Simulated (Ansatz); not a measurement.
**InPd in Ansatz: the effect of functional**

Crystal: InPd.

```
In Pd
1.0
     3.20509    0.00000    0.00000
     0.00000    3.20509    0.00000
     0.00000    0.00000    3.20509
In Pd
1 1
Direct
  0.00000 0.00000 0.00000
  0.50000 0.50000 0.50000
```

The cell comes from a database or a generator and needn't be the stable form of this composition.

The cell isn't the ideal one: volume scaled by 0.94.

Alike in all runs:

| Item | Value |
| --- | --- |
| Program | Ansatz 0.2.0 |
| Task | single point |
| Potentials or basis | Ansatz PAW |
| k mesh | 8 × 8 × 8 |
| Occupations | fermi-dirac, width 0.05 eV |
| Spin | no spin polarisation |

```csv
functional,cutoff,pressure (GPa)
LDA,420 eV (not typed: the program's choice for these potentials),1.3
PBEsol,420 eV (not typed: the program's choice for these potentials),6.0
r2SCAN,500 eV (not typed: the program's choice for these potentials),?
```

**Question.** What does the run with functional r2SCAN give?

**Answer.** Pressure 8.9 GPa.

Caveats: the PAW data sets come from PBE, with cores solved anew for the run's functional, which leaves a small shift of forces and pressure.
